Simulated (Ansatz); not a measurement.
The system is Li.

```
Li
1.0
     5.33444    0.00000    0.00000
     0.00000    5.33444    0.00000
     0.00000    0.00000    2.80265
Li
3
Direct
  0.50000 0.00000 0.50000
  0.00000 0.50000 0.50000
  0.50000 0.50000 0.50000
```

The cell was built by a generator and needn't be a form met in nature.

Base run:

```yaml
Program: Ansatz 0.2.0
Functional: BLYP
Potentials_or_basis: Ansatz PAW
Cutoff: "420 eV (not typed: the program's choice for these potentials)"
k_mesh: 5 × 5 × 9
Occupations: fermi-dirac, width 0.05 eV
Spin: no spin polarisation
```

Its results: band gap on the k mesh none (metal or under the smearing width); pressure 0.1 GPa.

Q: After a change of settings the same cell gave: band gap on the k mesh none (metal or under the smearing width); pressure -0.5 GPa. Which change was it?
A. functional from BLYP to RPBE
B. functional from BLYP to LDA
C. functional from BLYP to revPBE
D. functional from BLYP to r2SCAN; cutoff from 420 eV (not typed: the program's choice for these potentials) to 500 eV (not typed: the program's choice for these potentials)

A: B.

LDA binds more tightly than BLYP, so the same cell stands under less pressure.

Caveats: the potentials were made for another functional, which shifts forces and pressure (some runs).
